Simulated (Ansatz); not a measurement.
**LDA, PBE, PBEsol and r²SCAN on InP**

```yaml
crystal:
  lattice:
    - [0.00000, 2.93050, 2.93050]
    - [2.93050, 0.00000, 2.93050]
    - [2.93050, 2.93050, 0.00000]
  atoms:
    - { symbol: In, position: [0.00000, 0.00000, 0.00000] }
    - { symbol: P, position: [0.75000, 0.75000, 0.75000] }
```

Atom numbers follow the list: In1, P2.

The cell is COD entry 1010146, as deposited and not checked against the literature; nothing was relaxed. It is an old determination, and later ones may differ.

Spin–orbit coupling is left out, though it moves levels of the heavy atoms by tenths of an eV or more.

One fixed cell is solved with several functionals by PAW (frozen-core files) in Ansatz 0.2.0, scalar-relativistically. A positive pressure means that the functional wants a larger cell.

The PAW files were made with PBE; their cores are remade for each functional.

Sampling and basis: a Γ-centred 11×11×11 k mesh, Fermi–Dirac smearing of 0.03 eV, cutoff 420 eV, no spin polarisation.

Cutoffs: PBE 420 eV, LDA 420 eV, PBEsol 420 eV, r²SCAN 500 eV.

| setting | P (GPa) | gap over the k mesh and a high-symmetry path (eV) | lowest level at Γ above −25 eV, from the valence-band top or, without a gap, the Fermi level (eV) |
| --- | --- | --- | --- |
| PBE | 3.34 | 0.72 | -14.19 |
| LDA | -1.20 | 0.48 | -14.17 |
| PBEsol | 0.61 | 0.62 | -14.16 |
| r²SCAN | 1.69 | 1.17 | -14.70 |
